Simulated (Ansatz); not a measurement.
TaC, DFT, PBEsol, PAW with Ansatz's default frozen-core files, scalar-relativistic (Ansatz 0.2.0), run on 1 thread of Arm Neoverse V2 on a shared host.

The cell comes from COD entry 9008731, which wasn't checked; take it as a given geometry. The listed cell was then made from it by scaling, straining or moving an atom.

Command: `ansatz run input.yaml --threads 1 --pin off --max-ram 3072MiB --backend cpu --events-out ev --progress --plain --runs-dir out`

```yaml
crystal:
  lattice:
    - [0.0, 2.18246, 2.227]
    - [2.18246, 0.0, 2.227]
    - [2.18246, 2.18246, 0.0]
  atoms:
    - { symbol: Ta, position: [0.0, 0.0, 0.0] }
    - { symbol: C, position: [0.5, 0.5, 0.5] }
kpoints:
  mp_grid: { grid: [13, 13, 13] }
scf:
  occupations: { method: fermi_dirac, width: 0.08 }
hamiltonian:
  xc: pbesol
  pseudopotentials: { kind: paw }
output:
  forces: true
  stress: true
  eigenvalues: true
  efg: { contact_densities: true }
  write_density: true
  write_potential: true
  elf: true
  volumetric_format: npy
```

Q: How large is the problem that the program sets up?

A: 196 irreducible k-points, 411 plane waves at Γ, 13 bands.

Q: About how long does it take, and how much memory does it use?

A: 4.7 s of wall time for 6 SCF iterations, with a peak of 0.39 GiB. Times on shared machines scatter by tens of per cent.

Q: And the same cell and mesh by crystal-made all-electron datasets, asked for forces, stress, eigenvalues, efg, on the same hardware?

A: 27 s, peak memory 0.85 GiB.
